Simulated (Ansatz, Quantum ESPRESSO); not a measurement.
## BaZrO3 [001], cubic perovskite: pulling along c

The c axis is held at a set length while the cell relaxes sideways. How do the lateral strain and the stress follow? The strained cell has c along the load; unstrained it is a = 4.1841 Å, b = 4.1841 Å, c = 4.1841 Å, α = 90.00°, β = 90.00°, γ = 90.00°, with 5 atoms. The symmetry of the cell is held, so distortions that would lower it, which this phase may prefer, aren't tested.

Calculated with Quantum ESPRESSO 7.5, PBEsol, GBRV 1.5 ultrasoft potentials, cutoff 680 eV, Fermi–Dirac smearing 0.02 eV, k-mesh 7×7×7, no spin polarisation, no spin-orbit coupling.

Relaxed positions at 0 %:

```
atom       x       y       z
  Ba  0.0000  0.0000  0.0000
  Zr  0.5000  0.5000  0.5000
   O  0.5000  0.5000  0.0000
   O  0.5000  0.0000  0.5000
   O  0.0000  0.5000  0.5000
```

```csv
ε_c (%),a (Å),c (Å),ε_a (%),"σ (GPa, tension positive)"
−3,4.2112,4.0585,0.649,−10.10
−2,4.2018,4.1004,0.424,−6.40
−1,4.1928,4.1422,0.209,−3.04
0,4.1841,4.1841,0.000,0.00
1,4.1756,4.2259,−0.202,2.75
3,4.1595,4.3096,−0.588,7.46
```

**Question.** Fit both responses and give the free strain and the stress at +2 %, a row left out above.

Least squares with y = y0 + y1 ε + y2 ε² (ε in %) gives ε_a = 0.000 + (−0.2060) ε + (0.0034) ε² and σ = 0.01 + (2.921) ε + (−0.147) ε² GPa. The linear terms put the ratio of free to applied strain at −0.206 and the Young modulus at 292 GPa.

At +2 % the free strain comes out as −0.399 %. The run itself gives −0.398 %, so the estimate misses by 0.001 %, a rounding's worth.

The stress comes out as 5.26 GPa. The run itself gives 5.23 GPa, so the estimate misses by 0.03 GPa; the fitted rows themselves lie up to 0.03 GPa off the law.

Along a cube axis ν = C12/(C11 + C12) and Y = (C11 − C12)(C11 + 2C12)/(C11 + C12), so C11 = Y(1 − ν)/[(1 + ν)(1 − 2ν)] = 327 GPa and C12 = 85 GPa.

The negative ε² term means that the crystal stiffens in compression and softens in tension.

The same fit over all rows at other levels or in other programs gives the strain ratio = −0.204 with PBEsol (Ansatz).

[Logs are printed without paths, hosts, clocks, repeated set-up lines and the standing remarks that a program may print on its own settings, such as how far it seeks lower states.]
